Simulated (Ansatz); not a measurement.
Sb: frozen-core PAW against all-electron methods

```
Sb
1.0
     2.13253    1.23122    3.71254
    -2.13253    1.23122    3.71254
     0.00000   -2.46243    3.71254
Sb
2
Direct
  0.23364 0.23364 0.23364
  0.76636 0.76636 0.76636
```

Atoms are numbered in the order listed.

The cell is a measured one (Crystallography Open Database entry 9009654); the temperature and pressure of the measurement aren't taken into account, and nothing was relaxed. The listed cell was then made from it by scaling, straining or moving an atom.

Spin–orbit coupling is left out, though it moves levels of the heavy atoms by tenths of an eV or more.

Methods: DFT, PBE, PAW with Ansatz's default frozen-core files, scalar-relativistic (Ansatz 0.2.0); DFT, PBE, all-electron LAPW, scalar-relativistic (Ansatz 0.2.0).

For PAW: a Γ-centred 9×9×9 k mesh, Fermi–Dirac smearing of 0.05 eV, cutoff 420 eV, no spin polarisation. LAPW targets a basis error of 0.5 meV/atom. The Ansatz runs share mesh, smearing and spin set-up. Plane-wave (PAW) pressures include the program's estimate of the Pulay term.

Stress and pressure are positive in compression.

The change that made this cell: volume scaled by 0.975.

| quantity | PAW | LAPW |
| --- | --- | --- |
| pressure (GPa) | 4.84 | 4.84 |
| stress xx (GPa) | 5.10 | 5.10 |
| stress zz (GPa) | 4.31 | 4.32 |
| force on Sb1, z (eV/Å) | 0.339 | 0.339 |
